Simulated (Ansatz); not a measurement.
CsI (CsCl type)

```yaml
crystal:
  lattice:
    - [9.01499, 0.00000, 0.00000]
    - [0.00000, 4.50750, 0.00000]
    - [0.00000, 0.00000, 4.50750]
  atoms:
    - { symbol: Cs, position: [0.00000, 0.00000, 0.00000] }
    - { symbol: Cs, position: [0.50000, 0.00000, 0.00000] }
    - { symbol: I, position: [0.25000, 0.50000, 0.50000] }
    - { symbol: I, position: [0.75000, 0.50000, 0.50000] }
```

Scan: atom 3 (I, nearest neighbour Cs at 3.904 Å; its periodic images, 4.5 Å or more away, move with it) is displaced towards the nearest neighbour, direction (-0.577, -0.577, -0.577) in Cartesian axes, by s. The other atoms stay.

Calculation: PBEsol (plane waves to 420 eV, PAW, scalar-relativistic; Ansatz, a first-principles code). k mesh 3×6×6 (Γ-centred), Fermi-Dirac smearing 0.05 eV. E stands for the smeared free energy. CsI was relaxed with its symmetry unable to fall. Spin-orbit coupling is left out, though I is heavy. The zero of ΔE is the undisplaced structure.

```csv
s (Å),ΔE (meV/cell)
-0.780,withheld
-0.624,275
-0.468,137
-0.312,55
-0.156,13
0.000,0
0.156,13
0.312,55
0.468,137
0.624,275
0.780,withheld
```

Task: Fit an even polynomial form (powers 2, 4) to the given rows and predict ΔE at s = 0.780.

Result: Least squares on the 9 given rows: ΔE = (520.3)·s² + (477.7)·s⁴, in meV/cell with s in Å; root-mean-square residual 0.1 meV/cell. At 0.780 the fit gives 493 meV/cell; the calculation gives 501 meV/cell, so the extrapolation is off by -8 (-1.6 %). The quadratic term alone would give 317 meV/cell.

(A displaced cell: forces are minus the slopes of the energy, force constants its curvatures, and phonons follow from these.)
